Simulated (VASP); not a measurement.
A run of VASP 6.6.1:

Contents of INCAR:

```
SYSTEM = GaN
ALGO = Fast
EDIFF = 1E-7
EDIFFG = -0.01
ENCUT = 600
IBRION = 2
ISIF = 3
ISMEAR = -1
LASPH = .TRUE.
LCHARG = .FALSE.
LREAL = .FALSE.
LWAVE = .FALSE.
NELM = 60
NSW = 40
PREC = Accurate
SIGMA = 0.05
```

File KPOINTS:

```
k-points
0
G
  10 10 5
  0 0 0
```

Contents of POSCAR:

```
GaN
1.0
    3.1800000000      0.0000000000      0.0000000000
   -1.5900000000      2.7539607840      0.0000000000
    0.0000000000      0.0000000000      5.1660000000
Ga N
2 2
Direct
    0.6666666667      0.3333333333      0.5000000000
    0.3333333333      0.6666666667      0.0000000000
    0.6666666667      0.3333333333      0.8750000000
    0.3333333333      0.6666666667      0.3750000000
```

Potentials or basis: VASP PAW LDA potentials, release 64 (Ga_d, N).

Run with:

```bash
$ cat potpaw_LDA.64/Ga_d/POTCAR potpaw_LDA.64/N/POTCAR > POTCAR
$ mpirun -np 1 vasp_std > vasp.out
```

Hardware: 1 thread of AMD EPYC 9R45 (Zen 5), on a shared host.

Problem. Estimate the wall time of this run.

Solution. Wall time 2.4 min on 1 thread of AMD EPYC 9R45 (Zen 5), on a shared host, peak memory 0.16 GiB. Counts: scf iterations 52, k points 42, ion steps 4.
